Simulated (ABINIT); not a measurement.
Al: single point with PBE

Al:

```
CELL_PARAMETERS angstrom
0.00000 -3.18244 0.00000
-3.18244 0.00000 0.00000
0.00000 0.00000 -3.18244
ATOMIC_POSITIONS crystal
Al 0.67549 0.56517 0.53582
Al 0.82451 0.93483 0.96418
```

This isn't the form of Al at room conditions, which is fcc.

| Item | Value |
| --- | --- |
| Program | ABINIT 10.8.3 (patched build) |
| Task | single point |
| Functional | PBE |
| Potentials or basis | JTH PAW PBE v2.0 |
| Cutoff | 408 eV |
| k mesh | 8 × 8 × 8 |
| Occupations | fermi-dirac, width 0.05 eV |
| Spin | no spin polarisation |
| Fine-grid cutoff | 816.342 eV |

The pressure is 50.8 GPa, the largest force is 11.978 eV/Å and the band gap on the k mesh is none (metal or under the smearing width).

Forces on the atoms (eV/Å):
```
Al   8.724  4.764  6.684
Al  -8.724 -4.764 -6.684
```

Stress tensor (GPa, compression positive):
```
63.70 22.46 31.24
22.46 -0.46 16.92
31.24 16.92 89.18
```

Levels at points of the mesh, in eV from the Fermi level:
| k point | band 1 | band 2 | band 3 | band 4 | band 5 | band 6 | band 7 |
| --- | --- | --- | --- | --- | --- | --- | --- |
| (0.00, 0.00, 0.00) | -11.32 | 1.35 | 1.79 | 2.01 | 2.17 | 3.50 | 5.07 |
| (0.50, 0.00, 0.00) | -9.06 | -5.96 | 2.87 | 3.37 | 3.39 | 7.10 | 7.50 |
| (0.00, 0.50, 0.00) | -8.35 | -7.06 | 3.32 | 4.38 | 5.22 | 5.52 | 6.16 |
| (0.50, 0.50, 0.00) | -6.11 | -4.98 | -3.24 | -1.55 | 4.63 | 7.22 | 9.21 |
| (0.00, 0.00, 0.50) | -8.10 | -7.39 | 4.12 | 4.70 | 5.15 | 5.37 | 6.06 |
| (0.50, 0.00, 0.50) | -5.89 | -5.28 | -2.94 | -1.97 | 5.58 | 6.97 | 8.98 |
| (0.00, 0.50, 0.50) | -5.32 | -4.83 | -3.67 | -3.00 | 7.13 | 8.15 | 8.92 |
| (0.50, 0.50, 0.50) | -3.36 | -3.13 | -1.31 | -0.60 | -0.09 | 0.78 | 1.68 |

It took 25 s on 1 thread of Arm Neoverse V1, with other jobs on the host, peak memory 0.12 GiB.

Caveat: a pressure of tens of GPa on the cell as given is suspect, and the run, the potentials or the cell itself is likely at fault; forces of over 1 eV/Å show positions far from the minimum, so gaps and moduli don't describe the material at rest; the atomic spheres overlap.
